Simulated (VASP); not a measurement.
# Sb (I4/mmm) in VASP: further runs

Runs on Sb. Level: r2SCAN. Tasks: single point.

Program: VASP 6.6.1. These are calculated values, not measurements. Logs are shortened: lines on timing, memory, paths and dates and some standing lists are left out, and cuts for length are marked.

## 1. The structure

It takes space group I4/mmm (No. 139, tetragonal). Conventional cell: a = 3.153 Å, b = 3.153 Å, c = 5.424 Å, α = 90.00°, β = 90.00°, γ = 90.00°. Sb (site symmetry 4/mmm) is surrounded by 12 Sb at 3.15 to 3.51 Å.

This isn't the form of Sb at room conditions, which is rhombohedral.

## 2. Single point, r2SCAN

The input, INCAR:

```
ADDGRID = False
ALGO = Normal
EDIFF = 1E-6
ENCUT = 300
ISIF = 2
ISMEAR = 0
LASPH = True
LCHARG = False
LMIXTAU = True
LREAL = False
LWAVE = False
METAGGA = R2SCAN
NBANDS = 8
NELM = 100
PREC = Accurate
SIGMA = 0.05
```

The input, KPOINTS:

```
k-points
0
Gamma
  7 7 7
```

The input, POSCAR:

```
Sb
1.0
   -1.5765401831      1.5765401831      2.7119384313
    1.5765401831     -1.5765401831      2.7119384313
    1.5765401831      1.5765401831     -2.7119384313
Sb
1
Direct
    0.0000000000      0.0000000000      0.0000000000
```

Potentials or basis: VASP PAW PBE potentials, release 64 (Sb).

Run with:

```bash
> cat potpaw_PBE.64/Sb/POTCAR > POTCAR
> mpirun -np 1 vasp_std > vasp.out
```

OUTCAR:

```text
EDIFF = 1E-6
   ENCUT = 300
   ISIF = 2
   ISMEAR = 0
   LASPH = True
   LREAL = False
   METAGGA = R2SCAN
   NELM = 100
   PREC = Accurate

 Found     40 irreducible k-points:

 Following reciprocal coordinates:
            Coordinates               Weight
  0.000000  0.000000  0.000000      1.000000
  0.142857  0.000000 -0.000000      8.000000
  0.285714  0.000000  0.000000      8.000000
  0.428571  0.000000 -0.000000      8.000000
  0.142857  0.142857 -0.000000      8.000000
  0.285714  0.142857  0.000000     16.000000
   k-points           NKPTS =     40   k-points in BZ     NKDIM =     40   number of bands    NBANDS=      8
   number of dos      NEDOS =    301   number of ions     NIONS =      1
   total plane-waves  NPLWV =   8000
   dimension x,y,z NGX =    20 NGY =   20 NGZ =   20
   dimension x,y,z NGXF=    40 NGYF=   40 NGZF=   40
   ions per type =               1
   NGX,Y,Z   is equivalent  to a cutoff of   9.47,  9.47,  9.47 a.u.
   NGXF,Y,Z  is equivalent  to a cutoff of  18.94, 18.94, 18.94 a.u.
 SYSTEM =  unknown system
   PREC   = accura    normal or accurate (medium, high low for compatibility)
   ISTART =      0    job   : 0-new  1-cont  2-samecut
   ICHARG =      2    charge: 1-file 2-atom 10-const
   ISPIN  =      1    spin polarized calculation?
   LNONCOLLINEAR =      F non collinear calculations
   LSORBIT =      F    spin-orbit coupling
   LASPH  =      T    aspherical Exc in radial PAW
   ENCUT  =  300.0 eV  22.05 Ry    4.70 a.u.   4.96  4.96  4.96*2*pi/ulx,y,z
   NELM   =    100;   NELMIN=  2; NELMDL= -5     # of ELM steps
   EDIFF  = 0.1E-05   stopping-criterion for ELM
   LREAL  =      F    real-space projection
   EDIFFG = 0.1E-04   stopping-criterion for IOM
   NSW    =      0    number of steps for IOM
   IBRION =     -1    ionic relax: 0-MD 1-quasi-New 2-CG
   NFREE  =      0    steps in history (QN), initial steepest desc. (CG)
   ISIF   =      2    stress and relaxation
   ISYM   =      2    0-nonsym 1-usesym 2-fastsym
   POTIM  = 0.5000    time-step for ionic-motion
   TEBEG  =    0.0;   TEEND  =   0.0 temperature during run
   PSTRESS=    0.0 pullay stress
   NELECT =       5.0000    total number of electrons
   NUPDOWN=      -1.0000    fix difference up-down
   EMIN   =  10.00;   EMAX   =-10.00  energy-range for DOS
   EFERMI =   0.00;   METHOD = LEGACY
   ISMEAR =     0;   SIGMA  =   0.05  broadening in eV -4-tet -1-fermi 0-gaus
   EFERMI_NEDOS =   21; number of points for ismear=-14 and -15
   IALGO  =     38    algorithm
   IMIX   =      4    mixing-type and parameters
     AMIX     =   0.40;   BMIX     =  1.00
     AMIX_MAG =   1.60;   BMIX_MAG =  1.00
  volume/ion in A,a.u.               =      26.96       181.95
  Fermi-wavevector in a.u.,A,eV,Ry     =   0.933573  1.764197 11.858269  0.871558
  Thomas-Fermi vector in A             =   2.060288
   LORBIT       =      0    0 simple, 1 ext, 2 COOP (PROOUT), +10 PAW based schemes
   METAGGA = R2SCAN    functional components
   LHFCALC =     F    Hartree Fock is set to
   AEXX    =    0.0000 exact exchange contribution
   IVDW    =     0    specifies the selected vdW correction
   LEPSILON=     F    determine dielectric tensor
   LRPA    =     F    only Hartree local field effects (RPA)
 non-spin polarized calculation
 Gauss-broadening in eV      SIGMA  =   0.05
  energy-cutoff  :      300.00
  volume of cell :       26.96
 maximum number of plane-waves:       334
   NGX =  9   NGY =  9   NGZ =  9

 number of electron       4.9999998 magnetization

 Free energy of the ion-electron system (eV)
  ---------------------------------------------------
  ext. energy  EPLUGINS =         0.00000000
  ---------------------------------------------------
  free energy    TOTEN  =       -25.23588767 eV

  energy without entropy =      -25.23526724  energy(sigma->0) =      -25.23557746

 E-fermi :   8.4882     XC(G=0): -10.7785

 val. band max:        8.3935445745   @ k =  -0.1429  -0.4286   0.1429
 cond. band min:       8.5054499929   @ k =  -0.1429   0.2857   0.1429
 fundamental gap:      0.1119054184
 Fermi energy:         8.4881836446

 k-point     1 :       0.0000    0.0000    0.0000
  band No.  band energies     occupation
      1      -5.1203      2.00000
      2      13.3289      0.00000
      3      14.2130      0.00000
      4      14.2130      0.00000
      5      18.1945      0.00000
      6      19.6938      0.00000
      7      19.7591      0.00000
      8      19.7591      0.00000

 k-point     2 :       0.1429    0.0000   -0.0000
  band No.  band energies     occupation
      1      -4.6875      2.00000
      2      11.0252      0.00000
      3      12.6290      0.00000
      4      14.1332      0.00000
      5      17.3301      0.00000
      6      18.6020      0.00000
      7      20.2478      0.00000
      8      20.4264      0.00000

 k-point     3 :       0.2857    0.0000    0.0000
  band No.  band energies     occupation
      1      -3.4154      2.00000
      2       6.6481      2.00000
      3      11.2333      0.00000
      4      14.0734      0.00000
      5      15.8383      0.00000
      6      18.4681      0.00000
      7      21.0195      0.00000
      8      22.0556      0.00000

 k-point     4 :       0.4286    0.0000   -0.0000
  band No.  band energies     occupation
      1      -1.5607      2.00000
      2       3.0846      2.00000
      3      10.3994      0.00000
      4      14.1356      0.00000
      5      15.1152      0.00000
      6      18.9284      0.00000
      7      19.9151      0.00000
      8      20.2780      0.00000

 k-point     5 :       0.1429    0.1429   -0.0000
  band No.  band energies     occupation
      1      -4.0458      2.00000
      2       9.7731      0.00000
      3      10.6136      0.00000
      4      12.4180      0.00000
      5      17.7617      0.00000
      6      18.2729      0.00000
      7      20.2361      0.00000
      8      21.1752      0.00000

 k-point     6 :       0.2857    0.1429    0.0000
  band No.  band energies     occupation
      1      -2.5944      2.00000
      2       6.0135      2.00000
      3       9.7069      0.00000
      4      11.4872      0.00000
      5      16.6126      0.00000
      6      18.3948      0.00000
      7      20.4677      0.00000
      8      21.4718      0.00000

 [... further k-points ...]

------------------------ aborting loop because EDIFF is reached ----------------------------------------

  FORCE on cell =-STRESS in cart. coord.  units (eV):
  Direction    XX          YY          ZZ          XY          YZ          ZX
  --------------------------------------------------------------------------------------
  -------------------------------------------------------------------------------------
  Total        0.0417618      0.0417618      0.8999971      0.0000000      0.0000000      0.0000000
  in kB        2.4816452      2.4816452     53.4812792      0.0000000      0.0000000      0.0000000
  external PRESSURE =      19.4815232 kB  Pullay stress =       0.0000000 kB

 VOLUME and BASIS-vectors are now :
 -----------------------------------------------------------------------------
  energy-cutoff  :      300.00
  volume of cell :       26.96
      direct lattice vectors                 reciprocal lattice vectors
    -1.576540183  1.576540183  2.711938431     0.000000000  0.317150178  0.184369967
     1.576540183 -1.576540183  2.711938431     0.317150178  0.000000000  0.184369967
     1.576540183  1.576540183 -2.711938431     0.317150178  0.317150178  0.000000000

 POSITION                                       TOTAL-FORCE (eV/Angst)
 -----------------------------------------------------------------------------------
      0.00000      0.00000      0.00000         0.000000     -0.000000      0.000000
 -----------------------------------------------------------------------------------
    total drift:                                0.000000     -0.000000     -0.000000

  FREE ENERGIE OF THE ION-ELECTRON SYSTEM (eV)
  ---------------------------------------------------
  free  energy   TOTEN  =       -25.2358876712 eV

  energy  without entropy=      -25.2352672397  energy(sigma->0) =      -25.23557746
```

Run time: 18 s. Hardware: 1 thread of Intel Xeon Platinum 8375C at 2.90GHz (Ice Lake), shared host; peak memory 0.12 GiB.

These settings aren't checked as converged: the numbers below hold their error.

What came out:

```
Free energy            : -25.2359 eV
Pressure               : 1.9 GPa
Band gap on the k mesh : none (metal or under the smearing width)
```

Caveat: the k mesh is coarse (spacing up to 0.40 Å⁻¹), so the values aren't converged; the PAW data sets were made with another functional, which shifts forces and pressure a little.

## 3. Single point, r2SCAN

INCAR is that of step 2.

KPOINTS is that of step 2.

The input, POSCAR:

```
Sb
1.0
   -1.5638750000      1.6131910000      2.7402030000
    1.6104090000     -1.5604430000      2.7365900000
    1.5281950000      1.5247630000     -2.7095380000
Sb
1
Direct
    0.0004760000      0.0218010000      0.0165680000
```

Potentials or basis: VASP PAW PBE potentials, release 64 (Sb).

Run with:

```bash
> cat potpaw_PBE.64/Sb/POTCAR > POTCAR
> mpirun -np 1 vasp_std > vasp.out
```

OUTCAR:

```text
EDIFF = 1E-6
   ENCUT = 300
   ISIF = 2
   ISMEAR = 0
   LASPH = True
   LREAL = False
   METAGGA = R2SCAN
   NELM = 100
   PREC = Accurate

 Found    172 irreducible k-points:

 Following reciprocal coordinates:
            Coordinates               Weight
  0.000000  0.000000  0.000000      1.000000
  0.142857 -0.000000  0.000000      2.000000
  0.285714  0.000000  0.000000      2.000000
  0.428571  0.000000  0.000000      2.000000
 -0.000000  0.142857 -0.000000      2.000000
  0.142857  0.142857  0.000000      2.000000
   k-points           NKPTS =    172   k-points in BZ     NKDIM =    172   number of bands    NBANDS=      8
   number of dos      NEDOS =    301   number of ions     NIONS =      1
   total plane-waves  NPLWV =   8000
   dimension x,y,z NGX =    20 NGY =   20 NGZ =   20
   dimension x,y,z NGXF=    40 NGYF=   40 NGZF=   40
   ions per type =               1
   NGX,Y,Z   is equivalent  to a cutoff of   9.38,  9.40,  9.60 a.u.
   NGXF,Y,Z  is equivalent  to a cutoff of  18.77, 18.80, 19.19 a.u.
 SYSTEM =  unknown system
   PREC   = accura    normal or accurate (medium, high low for compatibility)
   ISTART =      0    job   : 0-new  1-cont  2-samecut
   ICHARG =      2    charge: 1-file 2-atom 10-const
   ISPIN  =      1    spin polarized calculation?
   LNONCOLLINEAR =      F non collinear calculations
   LSORBIT =      F    spin-orbit coupling
   LASPH  =      T    aspherical Exc in radial PAW
   ENCUT  =  300.0 eV  22.05 Ry    4.70 a.u.   5.00  5.00  4.89*2*pi/ulx,y,z
   NELM   =    100;   NELMIN=  2; NELMDL= -5     # of ELM steps
   EDIFF  = 0.1E-05   stopping-criterion for ELM
   LREAL  =      F    real-space projection
   EDIFFG = 0.1E-04   stopping-criterion for IOM
   NSW    =      0    number of steps for IOM
   IBRION =     -1    ionic relax: 0-MD 1-quasi-New 2-CG
   NFREE  =      0    steps in history (QN), initial steepest desc. (CG)
   ISIF   =      2    stress and relaxation
   ISYM   =      2    0-nonsym 1-usesym 2-fastsym
   POTIM  = 0.5000    time-step for ionic-motion
   TEBEG  =    0.0;   TEEND  =   0.0 temperature during run
   PSTRESS=    0.0 pullay stress
   NELECT =       5.0000    total number of electrons
   NUPDOWN=      -1.0000    fix difference up-down
   EMIN   =  10.00;   EMAX   =-10.00  energy-range for DOS
   EFERMI =   0.00;   METHOD = LEGACY
   ISMEAR =     0;   SIGMA  =   0.05  broadening in eV -4-tet -1-fermi 0-gaus
   EFERMI_NEDOS =   21; number of points for ismear=-14 and -15
   IALGO  =     38    algorithm
   IMIX   =      4    mixing-type and parameters
     AMIX     =   0.40;   BMIX     =  1.00
     AMIX_MAG =   1.60;   BMIX_MAG =  1.00
  volume/ion in A,a.u.               =      26.96       181.95
  Fermi-wavevector in a.u.,A,eV,Ry     =   0.933573  1.764197 11.858272  0.871558
  Thomas-Fermi vector in A             =   2.060288
   LORBIT       =      0    0 simple, 1 ext, 2 COOP (PROOUT), +10 PAW based schemes
   METAGGA = R2SCAN    functional components
   LHFCALC =     F    Hartree Fock is set to
   AEXX    =    0.0000 exact exchange contribution
   IVDW    =     0    specifies the selected vdW correction
   LEPSILON=     F    determine dielectric tensor
   LRPA    =     F    only Hartree local field effects (RPA)
 non-spin polarized calculation
 Gauss-broadening in eV      SIGMA  =   0.05
  energy-cutoff  :      300.00
  volume of cell :       26.96
 maximum number of plane-waves:       330
   NGX = 11   NGY =  9   NGZ =  9

 number of electron       5.0000000 magnetization

 Free energy of the ion-electron system (eV)
  ---------------------------------------------------
  ext. energy  EPLUGINS =         0.00000000
  ---------------------------------------------------
  free energy    TOTEN  =       -25.24098886 eV

  energy without entropy =      -25.24021154  energy(sigma->0) =      -25.24060020

 E-fermi :   8.3952     XC(G=0): -10.7741

 val. band max:        8.3743621033   @ k =   0.4286   0.1429   0.1429
 cond. band min:       8.4256019927   @ k =   0.0000   0.1429   0.4286
 fundamental gap:      0.0512398894
 Fermi energy:         8.3952358432

 k-point     1 :       0.0000    0.0000    0.0000
  band No.  band energies     occupation
      1      -5.1272      2.00000
      2      13.1642      0.00000
      3      14.2067      0.00000
      4      14.2653      0.00000
      5      18.1263      0.00000
      6      19.3575      0.00000
      7      19.7618      0.00000
      8      19.9608      0.00000

 k-point     2 :       0.1429   -0.0000    0.0000
  band No.  band energies     occupation
      1      -4.7020      2.00000
      2      10.8620      0.00000
      3      12.6480      0.00000
      4      14.1884      0.00000
      5      17.4060      0.00000
      6      18.6451      0.00000
      7      20.1907      0.00000
      8      20.5231      0.00000

 k-point     3 :       0.2857    0.0000    0.0000
  band No.  band energies     occupation
      1      -3.4538      2.00000
      2       6.5312      2.00000
      3      11.3035      0.00000
      4      14.2097      0.00000
      5      15.9127      0.00000
      6      18.6191      0.00000
      7      21.0491      0.00000
      8      22.2788      0.00000

 k-point     4 :       0.4286    0.0000    0.0000
  band No.  band energies     occupation
      1      -1.6473      2.00000
      2       3.0309      2.00000
      3      10.5003      0.00000
      4      14.3377      0.00000
      5      15.1905      0.00000
      6      19.0451      0.00000
      7      20.0047      0.00000
      8      20.6688      0.00000

 k-point     5 :      -0.0000    0.1429   -0.0000
  band No.  band energies     occupation
      1      -4.7012      2.00000
      2      10.8761      0.00000
      3      12.6309      0.00000
      4      14.1884      0.00000
      5      17.3860      0.00000
      6      18.6425      0.00000
      7      20.1793      0.00000
      8      20.5436      0.00000

 k-point     6 :       0.1429    0.1429    0.0000
  band No.  band energies     occupation
      1      -4.0739      2.00000
      2       9.6822      0.00000
      3      10.4807      0.00000
      4      12.3644      0.00000
      5      17.8594      0.00000
      6      18.4686      0.00000
      7      20.6256      0.00000
      8      21.7826      0.00000

 [... further k-points ...]

------------------------ aborting loop because EDIFF is reached ----------------------------------------

  FORCE on cell =-STRESS in cart. coord.  units (eV):
  Direction    XX          YY          ZZ          XY          YZ          ZX
  --------------------------------------------------------------------------------------
  -------------------------------------------------------------------------------------
  Total        0.1207635      0.1231036      0.7668148      0.1044740     -0.0260700     -0.0334310
  in kB        7.1762303      7.3152882     45.5670877      6.2082470     -1.5491787     -1.9865997
  external PRESSURE =      20.0195354 kB  Pullay stress =       0.0000000 kB

 VOLUME and BASIS-vectors are now :
 -----------------------------------------------------------------------------
  energy-cutoff  :      300.00
  volume of cell :       26.96
      direct lattice vectors                 reciprocal lattice vectors
    -1.563875000  1.613191000  2.740203000     0.002055809  0.316948054  0.179518554
     1.610409000 -1.560443000  2.736590000     0.317083613  0.001847581  0.179876686
     1.528195000  1.524763000 -2.709538000     0.322328449  0.322401118 -0.005843793

 POSITION                                       TOTAL-FORCE (eV/Angst)
 -----------------------------------------------------------------------------------
      0.05968     -0.00799      0.01607         0.000000      0.000000      0.000000
 -----------------------------------------------------------------------------------
    total drift:                                0.000001      0.000001     -0.000001

  FREE ENERGIE OF THE ION-ELECTRON SYSTEM (eV)
  ---------------------------------------------------
  free  energy   TOTEN  =       -25.2409888577 eV

  energy  without entropy=      -25.2402115353  energy(sigma->0) =      -25.24060020
```

stdout:

```text
POSCAR found type information on POSCAR Sb
 POSCAR found :  1 types and       1 ions
 scaLAPACK will be used
 -----------------------------------------------------------------------------
|                                                                             |
|                                                                             |
|     You enforced a specific xc type in the INCAR file but a different       |
|     I HOPE YOU KNOW WHAT YOU ARE DOING!                                     |
|                                                                             |
 -----------------------------------------------------------------------------

 LDA part: xc-table for (None), standard interpolation
 POSCAR, INCAR and KPOINTS ok, starting setup
 FFT: planning ... GRIDC
 FFT: planning ... GRID_SOFT
 FFT: planning ... GRID
 WAVECAR not read
 entering main loop
```

It took 56 s on 1 thread of Intel Xeon Platinum 8375C at 2.90GHz (Ice Lake), shared host; peak memory 0.13 GiB.

The run converged, but some of its settings lie outside the range that counts as converged, so its numbers aren't taken as properties of the crystal.

Results:

```yaml
Free_energy: -25.2410 eV
Pressure: 2.0 GPa
Band_gap_on_the_k_mesh: none (metal or under the smearing width)
```

Caveat: the k mesh is coarse (spacing up to 0.41 Å⁻¹), so the values aren't converged; the PAW data sets were made with another functional, which shifts forces and pressure a little.

## 4. Single point, r2SCAN

Edit INCAR of step 3 so:

```diff
@@ -3,3 +3,3 @@
 EDIFF = 1E-6
-ENCUT = 300
+ENCUT = 600
 ISIF = 2
```

The input, KPOINTS:

```
k-points
0
Gamma
  5 5 5
```

The input, POSCAR:

```
Sb
1.0
   -1.5765401831      1.5765401831      2.7119384313
    1.5765401831     -1.5765401831      2.7119384313
    1.5765401831      1.5765401831     -2.7119384313
Sb
1
Direct
    0.0000000000      0.0000000000      0.0000000000
```

Run with:

```bash
> cat potpaw_PBE.64/Sb/POTCAR > POTCAR
> mpirun -np 1 vasp_std > vasp.out
```

It took 21 s on 1 thread of Intel Xeon Platinum 8375C at 2.90GHz (Ice Lake), shared host; peak memory 0.16 GiB.

These settings aren't checked as converged: the numbers below hold their error.

What came out:

* Free energy: -25.1795 eV
* Pressure: 0.9 GPa
* Band gap on the k mesh: none (metal or under the smearing width)

Caveat: the k mesh is coarse (spacing up to 0.56 Å⁻¹), so the values aren't converged; the PAW data sets were made with another functional, which shifts forces and pressure a little.

[end of part 1 of 2]
